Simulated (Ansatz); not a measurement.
# Cu (P6_3/mmc) in Ansatz: notebook

Runs on Cu. Level: HSE06. Tasks: single point, equation of state.

All numbers are computed with Ansatz 0.2.0; they aren't measurements. Logs are shortened: lines on timing, memory, paths and dates and some standing lists are left out, and cuts for length are marked.

## Step 1: Starting point

Symmetry: P6_3/mmc, No. 194, hexagonal system. The conventional cell has a = 2.534 Å, b = 2.534 Å, c = 4.113 Å, α = 90.00°, β = 90.00°, γ = 120.00°. Cu (site symmetry -6m2) has 12 Cu at 2.52 to 2.53 Å as nearest neighbours.

This isn't the form of Cu at room conditions, which is fcc.

## Step 2: Single point, HSE06, 10.75 Å³/atom (volume scaled by 0.94)

Contents of input:

```
crystal:
  lattice:
    - [2.4823658959, 0.0, 0.0]
    - [-1.2411829479, 2.1497919273, 0.0]
    - [0.0, 0.0, 4.0286174227]
  atoms:
    - { symbol: Cu, position: [0.6666666667, 0.3333333333, 0.75] }
    - { symbol: Cu, position: [0.3333333333, 0.6666666667, 0.25] }
hamiltonian:
  xc: hse06
  pseudopotentials: { kind: paw }
kpoints:
  mp_grid: { grid: [8, 8, 4] }
scf:
  occupations: { method: fermi_dirac, width: 0.05 }
output:
  forces: true
  stress: true
  eigenvalues: true
```

Potentials or basis: Ansatz PAW.

What it wrote:

```text
Warning: output.stress: scf.convergence.dr2_threshold = 1e-7 eV (the SCF's general default) is looser than the 2e-10 eV advised for a printed stress (1e-10 eV for each atom of the cell: 2). What an SCF threshold leaves in a stress goes as its square root, and in the free energy as the threshold itself, and one threshold admits the most on a small cell: of the crystals measured, under no hybrid functional and no lock of the moments, on runs that ended without the residual-converged pass, on stresses that held no estimate of that error, the worst erred by over 100 MPa in a component at 1e-7 eV an atom and by under 5 at 1e-10. Set scf.convergence.dr2_threshold to 2e-10 eV or tighter. The threshold is an SCF's pass mark: one that does not reach it within its budget of iterations ends unconverged, or closes short of it on a stop that the run arms, and scf.convergence.dr2_threshold's page says what that costs each kind of run
Warning: output.stress: scf.exx.energy_threshold = 1e-6 eV is looser than the 2e-8 eV advised for a stress under a hybrid functional (1e-8 eV for each atom of the cell: 2). Every SCF of the exchange loop can meet its threshold on dr2 while the loop round them stops early: no threshold on dr2 bounds what that leaves in the stress. Set scf.exx.energy_threshold to 2e-8 eV or tighter. The threshold is the loop's pass mark: a loop that does not reach it within its budget of cycles ends unconverged, and scf.exx.energy_threshold's page has the law
GPUs: using 1 of 1 available (devices: 1).
Engine: ansatz 0.2.0, x86_64-unknown-linux-gnu
Pseudopotentials: kind: paw
Pseudopotential: Cu, paw, valence charge 19, recommended cutoff 420 eV (normal), Cu.paw.azcp
Functional definition: HSE06
  parameter a = 0.25
  parameter omega = 0.11/bohr
  exchange = pbe_x - a*pbe_x_sr(omega) + a*exact_x_sr(omega)
  correlation = pbe_c
device memory: the entry about to start is reckoned to put 0.5 GiB on a device that reports 55.1 GiB free (of which the cap on the GPU budget leaves the run 18.0 GiB)
GPU FFT provider: cuFFT
GPU libraries: cuBLAS 13.8.2, cuFFT 12.4.0, cuSOLVER 12.3.4
Crystal: 2 atoms, lattice volume = 21.499 Å³
Basis set: ecut = 420 eV, 391 PW (Γ), exchange–correlation on 36×36×54 points (8 copies of the dense FFT grid, shifted against one another)
Bands: 23, of which v1, the nominal top of the filled ones, is band 19 counted from 1 (18 counted from 0)
Symmetry: 24 space group operations
Space group: P63/mmc (ITA 194), of the structure as read, at distance tolerance 2.8e-5 Å
k-points: 30 of 256
Non-local potential: Cu, projectors of the file, l = 0: 3, l = 1: 2, l = 2: 3, l = 3: 1
PAW form: soft (Blöchl's): semilocal exchange-correlation on the pseudo side does not see the compensation charge
PAW frozen core: Cu, regenerated for the run's functional, and the local potential with it (the file was generated under x = pbe(κ = 0.804, μ = 0.2195149727645171), c = pbe(β = 0.06672455060314922))
PAW one-centre angular grid: Cu, 590 points (default); XC on 64 Gauss nodes
Initial density: superposition of atomic densities (neutral atoms: chi_scale 0, normalization atom), corrected by the library's trained network
Initial wavefunctions: pseudopotential atomic-orbital guess
GPU buffer pool allocated for 8748 grid points (all kernels)
GPU transforms: local potential and band sums: pruned to the plane-wave sphere, on 18×18×27
Functional: x = pbe(κ = 0.804, μ = 0.2195149727645171), c = pbe(β = 0.06672455060314922), warm-up for x = pbe(κ = 0.804, μ = 0.2195149727645171) + 0.25 (exact − pbe) at short range (hse, ω = 0.20786987370883472 Å⁻¹), c = pbe(β = 0.06672455060314922); HSE06 as pw.x's `hse` composes it (authors' and Libxc's form: `xc: wpbeh`)
SCF iter   1: F=—  HF=-13250.169399 eV  |F-HF|=—  |Δ(HF+E_count)|=         —  Δρ=2.50e-3  dr2=5.63e-4  ethr=1.77e-3  ⟨swp⟩=7.1  Hψ=2931  notcnv=0
preconditioner: auto → none  [metal: Δε(μ)=0.049 eV  Ē_g=11.726 eV  σ=0.050 eV  W_gap=0.24  n_scr=8 (ndim 8)  ℏωp=37.6 eV  f_vac=0.000  D(μ)=1.48/eV (n_scr^D=22)  sad-step TF]
SCF iter   2: F=—  HF=-13250.169481 eV  |F-HF|=—  |Δ(HF+E_count)|=   8.28e-5  Δρ=1.26e-3  dr2=1.54e-4  ethr=1.48e-6  ⟨swp⟩=4.1  Hψ=1727  notcnv=0  defer=6
[... 55 lines left out ...]
SCF 4 converged in 2 iterations: F = -13248.155144 eV  dr2 = 9.03e-10
  Residual-converged pass: ⟨swp⟩=3.0  Hψ=1568  notcnv=0  max |occ|·‖R‖ = 2.3e-6 eV (tolerance 2.4e-6 eV)  dr2=8.87e-10  dr2_onsite=5.53e-10  max |Δocc| = 6.8e-11
hybrid outer 3: dexx = +2.723e-9 eV, tail = 3.14e-9 eV, Δε = 2.86e-4 eV (about 7.00e-5 eV left of the loop's levels), ΔF = 9.25e-18 eV/Å (tail 3.31e-4)
hybrid SCF converged: 3 outer / 15 inner (+7 warm-up), last move |dexx| = 2.72e-9 eV, tail = 3.14e-9 eV
Stability not checked: this state was not tested for a lower state beside it, because the functional holds exact exchange (a hybrid, or Hartree-Fock), whose exchange loop this test does not read (fock_operator; see scf.lower_state_search)
Free energy (F): -13248.155144 eV
Frozen-core exchange: fock
Harris-Foulkes:  -13248.155144 eV  (|F-HF|=5.68e-10)
Internal energy: -13248.142417 eV  (E = F + TS)
E sigma→0 (E₀):  -13248.148780 eV
Entropy (-TS):   -0.012727 eV (-6.363 meV/atom)
Fermi energy:    18.201706 eV
--- Per-component energies (eV) ---
  E_band       = -764.755419
  E_kinetic    = 604.626199
  E_local      = -7800.256952  (includes V_loc(G=0)·N_el)
  E_nonlocal   = 800.040145
  E_hartree    = 3470.683304
  E_xc         = -144.194937
  E_vxc        = -184.410917  (∫ρ·V_xc dr)
  E_exx        = -218.050140  (= α·E_x^exact, valence–valence)
  E_paw        = -3157.833051  (= ΣΔE_a)
  E_vpaw       = -690.022156  (= ΣTr[D̂ρ^β])
  E_aug_tail   = 0.000555  (compensation charges beyond the density's cutoff)
  E_ewald      = -6802.707012
  E_core_change = -0.450532  (= ΣΔE_core)
  E_smearing   = -0.012727  (= −TS)
  E_closure    = 0.000005  (closes the sum)
  Σ components = -13248.155144   (vs F -13248.155144, Δ=0.00e0)
--- Forces (eV/Å), atoms counted from 1 ---
  atom   1  Cu    -0.00000000     0.00000000     0.00000000
  atom   2  Cu     0.00000000    -0.00000000    -0.00000000
  max |Σ_I F_I| component: 4.63e-18 eV/Å
--- Stress (GPa, compression-positive) ---
       20.311377      -0.000000       0.000000
       -0.000000      20.311377      -0.000000
        0.000000      -0.000000      16.152496
  P = ⅓ Tr σ = 18.9251 GPa (189.251 kbar)
--- Band table (eV; the first three rows and the last of 30) ---
  k-point 0: bands = ["-100.1595", "-100.1339", "-56.0547", "-55.8790", "-55.8790", "-55.8697", "-55.8474", "-55.8474", "7.3983", "11.5324", "13.7981", "13.8476", "13.8476", "14.1052", "14.1052", "14.4128", "14.4128", "15.4727", "15.4727", "17.3621", "23.7174", "41.7752", "43.2614"]
  k-point 1: bands = ["-100.1558", "-100.1377", "-56.0271", "-55.8966", "-55.8743", "-55.8743", "-55.8520", "-55.8520", "8.0842", "11.3453", "13.6819", "13.7533", "13.7533", "13.9806", "13.9806", "14.6990", "14.6990", "15.1170", "15.4029", "15.4029", "27.2080", "40.0492", "41.9679"]
  k-point 2: bands = ["-100.1469", "-100.1469", "-55.9615", "-55.9615", "-55.8630", "-55.8630", "-55.8630", "-55.8630", "9.9013", "9.9013", "13.6292", "13.6292", "13.7833", "13.7833", "13.7833", "13.7833", "15.1333", "15.1333", "15.1333", "15.1333", "33.3182", "33.3182", "42.5408"]
  k-point 29: bands = ["-100.1290", "-100.1290", "-56.0093", "-56.0093", "-55.9506", "-55.9506", "-55.9016", "-55.9016", "12.4483", "12.4483", "13.0901", "13.0901", "13.6536", "13.6536", "14.5707", "14.5707", "15.5361", "15.5361", "22.2737", "22.2737", "25.3252", "25.3252", "28.6742"]
```

It took 22 s on 1 × NVIDIA H100 80GB HBM3 with 2 threads of AMD EPYC 7R13 (Zen 3), shared host; peak memory 1.9 GiB.

Results:

```
Free energy            : -13248.1551 eV
Pressure               : 18.9 GPa
Band gap on the k mesh : none (metal or under the smearing width)
```

Caveat: the k mesh is coarse (spacing up to 0.39 Å⁻¹), so the values aren't converged, least of all with exact exchange; the pressure holds a Pulay correction of +0.5 GPa for the finite cutoff; the PAW data sets come from PBE, with cores solved anew for the run's functional, which leaves a small shift of forces and pressure; the thresholds are loose for stress.

## Step 3: Single point, HSE06, 10.98 Å³/atom (volume scaled by 0.96)

input, as its differences from that of step 2:

```diff
@@ -2,5 +2,5 @@
   lattice:
-    - [2.4823658959, 0.0, 0.0]
-    - [-1.2411829479, 2.1497919273, 0.0]
-    - [0.0, 0.0, 4.0286174227]
+    - [2.4998479218, 0.0, 0.0]
+    - [-1.2499239609, 2.1649318059, 0.0]
+    - [0.0, 0.0, 4.0569889027]
   atoms:
```

Potentials or basis: Ansatz PAW.

Run time: 32 s. Hardware: 1 × NVIDIA H100 80GB HBM3 with 2 threads of AMD EPYC 7R13 (Zen 3), shared host; peak memory 1.9 GiB.

The run converged. Its results:

| Property | Result |
| --- | --- |
| Free energy | -13248.2031 eV |
| Pressure | 14.7 GPa |
| Band gap on the k mesh | none (metal or under the smearing width) |

Caveat: the k mesh is coarse (spacing up to 0.39 Å⁻¹), so the values aren't converged, least of all with exact exchange; the pressure holds a Pulay correction of +0.5 GPa for the finite cutoff; the PAW data sets come from PBE, with cores solved anew for the run's functional, which leaves a small shift of forces and pressure; the thresholds are loose for stress.

## Step 4: Single point, HSE06, 11.21 Å³/atom (volume scaled by 0.98)

input, as its differences from that of step 3:

```diff
@@ -2,5 +2,5 @@
   lattice:
-    - [2.4998479218, 0.0, 0.0]
-    - [-1.2499239609, 2.1649318059, 0.0]
-    - [0.0, 0.0, 4.0569889027]
+    - [2.5170887971, 0.0, 0.0]
+    - [-1.2585443986, 2.1798628419, 0.0]
+    - [0.0, 0.0, 4.0849690207]
   atoms:
```

Run time: 17 s. Hardware: 1 × NVIDIA H100 80GB HBM3 with 2 threads of AMD EPYC 7R13 (Zen 3), shared host; peak memory 1.9 GiB.

The run converged. Its results:

| Quantity | Value |
| --- | --- |
| Free energy | -13248.2397 eV |
| Pressure | 11.0 GPa |
| Band gap on the k mesh | none (metal or under the smearing width) |

Caveat: the k mesh is coarse (spacing up to 0.38 Å⁻¹), so the values aren't converged, least of all with exact exchange; the pressure holds a Pulay correction of +0.4 GPa for the finite cutoff; the PAW data sets come from PBE, with cores solved anew for the run's functional, which leaves a small shift of forces and pressure; the thresholds are loose for stress.

## Step 5: Single point, HSE06, 11.44 Å³/atom

input, as its differences from that of step 4:

```diff
@@ -2,5 +2,5 @@
   lattice:
-    - [2.5170887971, 0.0, 0.0]
-    - [-1.2585443986, 2.1798628419, 0.0]
-    - [0.0, 0.0, 4.0849690207]
+    - [2.5340966698, 0.0, 0.0]
+    - [-1.2670483349, 2.1945920917, 0.0]
+    - [0.0, 0.0, 4.112571]
   atoms:
```

Run time: 18 s. Hardware: 1 × NVIDIA H100 80GB HBM3 with 2 threads of AMD EPYC 7R13 (Zen 3), shared host; peak memory 1.9 GiB.

It converged, with:

```yaml
Free_energy: -13248.2662 eV
Pressure: 7.6 GPa
Band_gap_on_the_k_mesh: none (metal or under the smearing width)
```

Caveat: the k mesh is coarse (spacing up to 0.38 Å⁻¹), so the values aren't converged, least of all with exact exchange; the pressure holds a Pulay correction of +0.4 GPa for the finite cutoff; the PAW data sets come from PBE, with cores solved anew for the run's functional, which leaves a small shift of forces and pressure; the thresholds are loose for stress.

## Step 6: Single point, HSE06, 11.66 Å³/atom (volume scaled by 1.02)

input, as its differences from that of step 5:

```diff
@@ -2,5 +2,5 @@
   lattice:
-    - [2.5340966698, 0.0, 0.0]
-    - [-1.2670483349, 2.1945920917, 0.0]
-    - [0.0, 0.0, 4.112571]
+    - [2.550879256, 0.0, 0.0]
+    - [-1.275439628, 2.2091262377, 0.0]
+    - [0.0, 0.0, 4.1398073633]
   atoms:
```

Potentials or basis: Ansatz PAW.

It took 16 s on 1 × NVIDIA H100 80GB HBM3 with 2 threads of AMD EPYC 7R13 (Zen 3), shared host; peak memory 1.9 GiB.

The run converged. Its results:

```
Free energy            : -13248.2834 eV
Pressure               : 4.6 GPa
Band gap on the k mesh : none (metal or under the smearing width)
```

Caveat: the k mesh is coarse (spacing up to 0.38 Å⁻¹), so the values aren't converged, least of all with exact exchange; the pressure holds a Pulay correction of +0.4 GPa for the finite cutoff; the PAW data sets come from PBE, with cores solved anew for the run's functional, which leaves a small shift of forces and pressure; the thresholds are loose for stress.

## Step 7: Single point, HSE06, 11.89 Å³/atom (volume scaled by 1.04)

input, as its differences from that of step 6:

```diff
@@ -2,5 +2,5 @@
   lattice:
-    - [2.550879256, 0.0, 0.0]
-    - [-1.275439628, 2.2091262377, 0.0]
-    - [0.0, 0.0, 4.1398073633]
+    - [2.5674438712, 0.0, 0.0]
+    - [-1.2837219356, 2.2234716153, 0.0]
+    - [0.0, 0.0, 4.1666899825]
   atoms:
```

It took 21 s on 1 × NVIDIA H100 80GB HBM3 with 2 threads of AMD EPYC 7R13 (Zen 3), shared host; peak memory 1.9 GiB.

The run converged. Its results:

| Property | Result |
| --- | --- |
| Free energy | -13248.2927 eV |
| Pressure | 1.9 GPa |
| Band gap on the k mesh | none (metal or under the smearing width) |

Caveat: the k mesh is coarse (spacing up to 0.38 Å⁻¹), so the values aren't converged, least of all with exact exchange; the pressure holds a Pulay correction of +0.4 GPa for the finite cutoff; the PAW data sets come from PBE, with cores solved anew for the run's functional, which leaves a small shift of forces and pressure; the thresholds are loose for stress.

## Step 8: Single point, HSE06, 12.12 Å³/atom (volume scaled by 1.06)

input, as its differences from that of step 7:

```diff
@@ -2,5 +2,5 @@
   lattice:
-    - [2.5674438712, 0.0, 0.0]
-    - [-1.2837219356, 2.2234716153, 0.0]
-    - [0.0, 0.0, 4.1666899825]
+    - [2.5837974578, 0.0, 0.0]
+    - [-1.2918987289, 2.2376342367, 0.0]
+    - [0.0, 0.0, 4.1932301247]
   atoms:
```

Wall time 17 s (1 × NVIDIA H100 80GB HBM3 with 2 threads of AMD EPYC 7R13 (Zen 3), shared host); peak memory 1.9 GiB.

It converged, with:

```
Free energy            : -13248.2945 eV
Pressure               : -0.6 GPa
Band gap on the k mesh : none (metal or under the smearing width)
```

Caveat: the k mesh is coarse (spacing up to 0.37 Å⁻¹), so the values aren't converged, least of all with exact exchange; the pressure holds a Pulay correction of +0.4 GPa for the finite cutoff; the PAW data sets come from PBE, with cores solved anew for the run's functional, which leaves a small shift of forces and pressure; the thresholds are loose for stress.

## Step 9: Equation of state, HSE06

Potentials or basis: Ansatz PAW.

This step only gathers the single runs of the series.

Results:

* Equilibrium volume: 12.07 Å³/atom
* Bulk modulus at fixed shape and positions: 125 GPa
* Pressure derivative of the bulk modulus: 4.7

Energy against volume, from the lowest point:
```csv
volume (Å³/atom),energy (meV/atom)
10.749,69.69
10.978,45.74
11.207,27.40
11.436,14.15
11.664,5.54
11.893,0.90
12.122,0.00
```

Caveat: the k mesh is coarse (spacing up to 0.38 Å⁻¹), so the values aren't converged, least of all with exact exchange; the cell was scaled at fixed shape and fractional positions, which overstates the stiffness of a crystal with free parameters, most of all of layers and chains; the PAW data sets were made with another functional, which shifts forces and pressure a little.
